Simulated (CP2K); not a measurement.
Crystal: TePb.

```
CELL_PARAMETERS angstrom
4.56932 0.00000 0.00000
2.28466 3.95715 0.00000
2.28466 1.31905 3.73084
ATOMIC_POSITIONS crystal
Pb 0.00000 0.00000 0.00000
Te 0.50000 0.50000 0.50000
```

Program: CP2K 2026.2. Alike in all runs: task band structure; no spin polarisation; cell as given; k mesh 7 × 7 × 7.

Order these runs on this cell by their pressure, lowest first.
A. level LDA; potentials or basis GTH_POTENTIALS Pb GTH-PADE-q4, Te GTH-PADE-q6; TZVP-MOLOPT-PBE-GTH basis; smearing fermi-dirac 0.05 eV; EPS_DEFAULT 1.0E-9; NGRIDS 4; points a segment of the path (NPOINTS) 10; bands added on the path 2; CUTOFF of the grids 450 Ry
B. level r2SCAN; potentials or basis POTENTIAL_UZH Pb GTH-SCAN-q4, Te GTH-SCAN-q6; TZVP-MOLOPT-SCAN-GTH basis; smearing fermi-dirac 0.01 eV; EPS_DEFAULT 1.0E-10; NGRIDS 4; points a segment of the path (NPOINTS) 8; bands added on the path 2; CUTOFF of the grids 675 Ry
C. level PBE; potentials or basis POTENTIAL_UZH Pb GTH-PBE-q4, Te GTH-PBE-q6; TZVP-MOLOPT-PBE-GTH basis; smearing fermi-dirac 0.05 eV; EPS_DEFAULT 1.0E-9; NGRIDS 5; points a segment of the path (NPOINTS) 8; bands added on the path 4; CUTOFF of the grids 450 Ry

A (-2.2 GPa), B (0.4 GPa), C (2.7 GPa).

Caveats: the basis of atomic orbitals isn't converged, which shifts pressures, moduli and gaps.
